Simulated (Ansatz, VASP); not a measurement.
**Zr: VASP beside Ansatz**

```xyz
2
Lattice="3.2850 0.0000 0.0000 -1.6425 2.8449 0.0000 0.0000 0.0000 5.2314" Properties=species:S:1:pos:R:3 pbc="T T T"
Zr    0.0000    1.8966    1.3078
Zr    1.6425    0.9483    3.9235
```

Change from the starting cell: volume scaled by 1.05.

Alike in both runs: task single point; functional PBE; k mesh 13 × 13 × 7; occupations fermi-dirac, width 0.08 eV; no spin polarisation.

|  | VASP | Ansatz |
| --- | --- | --- |
| version | VASP 6.6.1 | Ansatz 0.2.0 |
| potentials or method | VASP PAW PBE potentials, release 64 (Zr_sv), cutoff 520 eV | all-electron LAPW, scalar-relativistic |

|  | VASP | Ansatz | Ansatz less VASP |
| --- | --- | --- | --- |
| pressure (GPa) | -3.8 | -3.8 | +0.01 |
| largest component of the traceless stress (GPa) | 0.22 | 0.22 | +0.001 |

Ansatz ran all-electron here, so the differences hold the error of VASP's frozen core and of both bases.
